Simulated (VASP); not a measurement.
Here is a VASP 6.6.1 calculation.

INCAR

```
PREC = Accurate
ENCUT = 520
EDIFF = 1E-7
ISMEAR = 0
SIGMA = 0.1
LREAL = False
LASPH = True
NELM = 120
ALGO = Fast
ISIF = 2
LWAVE = False
LCHARG = False
ISPIN = 2
MAGMOM = 0.8
LORBIT = 11
LMAXMIX = 4
GGA = PE
```

File KPOINTS:

```
Automatic mesh
0
Gamma
  4 4 4
```

POSCAR

```
Ni                                      
1.0
   -0.0000000000      1.8004466749      1.8004466749
    1.8004466749     -0.0000000000      1.8004466749
    1.8004466749      1.8004466749      0.0000000000
  Ni            
     1
Direct
     0.0000000000000000    0.0000000000000000    0.0000000000000000
```

Potentials or basis: VASP PAW PBE potentials, release 64 (Ni).

Run with:

```console
$ cat potpaw_PBE.64/Ni/POTCAR > POTCAR
$ mpirun -np 1 vasp_std > vasp.out
```

Question: Estimate the band gap on the k mesh.

Answer: None (metal or under the smearing width).

Question: Estimate the net moment.

Answer: 0.59 μB per cell.

Caveat: the k mesh is coarse (spacing up to 0.76 Å⁻¹), so the values aren't converged.
